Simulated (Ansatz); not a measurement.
MoS2 under changes of volume

One of the cells (31.721 Å³/atom); the others are scaled copies at fixed shape and fractional positions:

```
CELL_PARAMETERS angstrom
3.18454 0.00000 0.00000
-1.59227 2.75789 0.00000
0.00000 0.00000 21.67053
ATOMIC_POSITIONS crystal
Mo 0.33333 0.66667 0.85116
Mo 0.66667 0.33333 0.14884
S 0.66667 0.33333 0.77963
S 0.33333 0.66667 0.07725
S 0.66667 0.33333 0.92275
S 0.33333 0.66667 0.22037
```

* Program: Ansatz 0.2.0
* Functional: PBE
* Dispersion: D3(BJ)
* Potentials or basis: Ansatz PAW
* Cutoff: 420 eV (not typed: the program's choice for these potentials)
* k mesh: 10 × 10 × 2
* Occupations: fermi-dirac, width 0.05 eV
* Spin: no spin polarisation

```csv
volume (Å³/atom),energy over the lowest point (meV/atom),gap on the mesh (eV),largest force (eV/Å)
29.817,21.79,1.48,1.290
30.452,6.92,1.44,0.889
31.086,0.00,1.41,0.519
31.721,?,?,?
32.355,6.83,1.35,0.197
32.990,19.18,1.33,0.492
33.624,36.67,1.30,0.766
```

Task: What does the run at 31.721 Å³/atom give?

Result: Energy over the lowest point 0.22 meV/atom; gap on the mesh 1.38 eV; largest force 0.177 eV/Å.

Worked out: A Birch-Murnaghan fit of order 3 (a polynomial in V^(-2/3)) to the other rows has its minimum at 31.38 Å³/atom with B0 = V·E''(V) = 85 GPa and B' = 4.4 at fixed shape and positions, which overstates the stiffness. It gives 0.22 meV/atom at 31.721 Å³/atom, against the run's 0.22. A straight line through the other rows of the gap, of slope -1.46 eV per unit of ln V, gives 1.38 eV, against the run's 1.38.

Energies are extrapolated to zero smearing.

A mesh can miss the band edges. Spin-orbit coupling on Mo is left out.
